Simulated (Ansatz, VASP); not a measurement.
# Two plane-wave programs on TaN

```
Ta N
1.0
     5.27570    0.00000    0.00000
    -2.63785    4.56889    0.00000
     0.00000    0.00000    2.91594
Ta N
3 3
Direct
  0.00000 0.00000 0.00000
  0.33333 0.66667 0.50000
  0.66667 0.33333 0.50000
  0.50000 0.00000 0.00000
  0.50000 0.50000 0.00000
  0.00000 0.50000 0.00000
```

Alike in both runs: functional PBE; k mesh 6 × 6 × 6; occupations gaussian, width 0.1 eV; no spin polarisation.

Ansatz relaxed the structure, and its values are those at the end. VASP's run is a single point on that final structure, the one shown.

|  | VASP | Ansatz |
| --- | --- | --- |
| version | VASP 6.6.1 | Ansatz 0.2.0 |
| potentials or method | VASP PAW PBE potentials, release 64 (Ta_pv, N) | scalar-relativistic, plane waves, PAW |
| plane-wave cutoff (eV) | 520 | 420 |
| valence electrons in the cell | 48 | 54 |

Ansatz gave:

- gap on the k mesh at the Fermi level (eV): none
- pressure (GPa): -0.1

Q: What did VASP give for the same quantities?

A: gap on the k mesh at the Fermi level (eV): none; pressure (GPa): 0.6.

A gap of «none» marks a metal or a gap that the smearing closes. The functional is the same, so the differences come from potentials, cutoffs and numerics. The two sets of potentials don't hold the same shells in valence.

Spin-orbit coupling is left out, which matters for the levels of Ta.
